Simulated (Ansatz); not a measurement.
# Li: one input, then a changed one

The cell is the one relaxed in the Materials Project (mp-51), not relaxed further here; entries there can be hypothetical. The listed cell was then made from it by scaling, straining or moving an atom.

First run: DFT, LDA, all-electron PAW with datasets made for the crystal, scalar-relativistic (Ansatz 0.2.0).

Command: `ansatz run input.yaml --threads 1 --pin off --max-ram 2048MiB --backend cpu --events-out ev --progress --plain --runs-dir out` The run took about 2.1 s on 1 thread of a shared machine.

```yaml
crystal:
  lattice:
    - [0.0, 2.2000849017, 2.1018273648]
    - [2.2000849017, 0.0, 2.1018273648]
    - [2.2000849017, 2.2000849017, 0.0]
  atoms:
    - { symbol: Li, position: [0.0, 0.0, 0.0] }
kpoints:
  mp_grid: { grid: [16, 16, 16] }
scf:
  occupations: { method: fermi_dirac, width: 0.08 }
hamiltonian:
  xc: lda
  pseudopotentials: { kind: all_electron, datasets: crystal }
output:
  forces: true
  stress: true
  eigenvalues: true
  efg: { contact_densities: true }
```

Result: converged; pressure -0.94 GPa; 5 SCF iterations.

A second run of a changed input logged this at its end:

```
Symmetry: 16 space group operations
Space group: I4/mmm (ITA 139), of the structure as read, at distance tolerance 2.7e-5 Å
k-points: 349 of 4096
Non-local potential: Li, projectors of the file, l = 0: 1, l = 1: 1
PAW form: soft (Blöchl's): semilocal exchange-correlation on the pseudo side does not see the compensation charge
PAW one-centre angular grid: Li, 110 points (default); XC on its mesh's 2121 points in the sphere
Initial density: superposition of atomic densities (neutral atoms: chi_scale 0, normalization atom)
Initial wavefunctions: pseudopotential atomic-orbital guess
Functional: x = slater, c = lda
iter 1 solved again at ethr=1.18e-4 eV; its pass at ethr=1.00e-1 eV (dr2=1.18e-3 eV) is discarded
SCF iter   1: F=—  HF=-201.649539 eV  |F-HF|=—  |Δ(HF+E_count)|=         —  Δρ=2.26e-3  dr2=1.23e-3  ethr=1.18e-4  ⟨swp⟩=3.1  Hψ=11737  notcnv=0
preconditioner: auto → none  [metal: Δε(μ)=0.025 eV  Ē_g=10.535 eV  σ=0.080 eV  W_gap=0.08  n_scr=0 (ndim 8)  ℏωp=8.2 eV  f_vac=0.001  D(μ)=0.41/eV (n_scr^D=0)]
SCF iter   2: F=—  HF=-201.648954 eV  |F-HF|=—  |Δ(HF+E_count)|=   5.85e-4  Δρ=1.32e-3  dr2=4.28e-4  ethr=1.18e-4  ⟨swp⟩=2.5  Hψ=2448  notcnv=0
iter 3 solved again at ethr=6.03e-7 eV; its pass at ethr=4.28e-5 eV (dr2=6.03e-6 eV) is discarded
SCF iter   3: F=—  HF=-201.649399 eV  |F-HF|=—  |Δ(HF+E_count)|=   4.45e-4  Δρ=1.55e-4  dr2=6.07e-6  ethr=6.03e-7  ⟨swp⟩=1.7  Hψ=6904  notcnv=0
Error: did not converge after 3 iterations: onsite_residual = 1.64e-5 (threshold 3.12e-8), under the density mixer `msr1`, which `scf.mixing.algorithm: auto` chose by the deck's other keys (type `scf.mixing.algorithm: msr1` to keep it); raise `scf.max_iter`, which need not help a stalled SCF, or adjust the mixing (`scf.mixing`) or, under a smearing, its width (`scf.occupations.width`, in either direction: another width is another result); this SCF holds its density and magnetisation to the symmetry operations that it keeps, and cannot end on a state that breaks one of them: if the state sought breaks one, re-run with `crystal.symmetry.detect: false`, without `crystal.symmetry.time_reversal: true`, on a non-collinear deck whose state breaks time reversal, with `crystal.symmetry.time_reversal: false` beside it (there exact exchange or a DFT+U term alone can polarise the run; a magnetic state wants starting moments), where the deck allows it (that run may end on another state, and need not converge either) — the other mixer that `auto` picks from is left to try (`scf.mixing.algorithm: broyden`); it can need more iterations, either can converge an SCF that the other leaves open, and the two can end on different states; the input reference at `scf.mixing.algorithm` says more, and from which start to try it
```

Task: What was wrong with the input?

Result: Too few SCF iterations, by this change (others could give a like log):
```diff
@@ -10,4 +10,5 @@
 scf:
   occupations: { method: fermi_dirac, width: 0.08 }
+  max_iter: 3
 hamiltonian:
   xc: lda
```
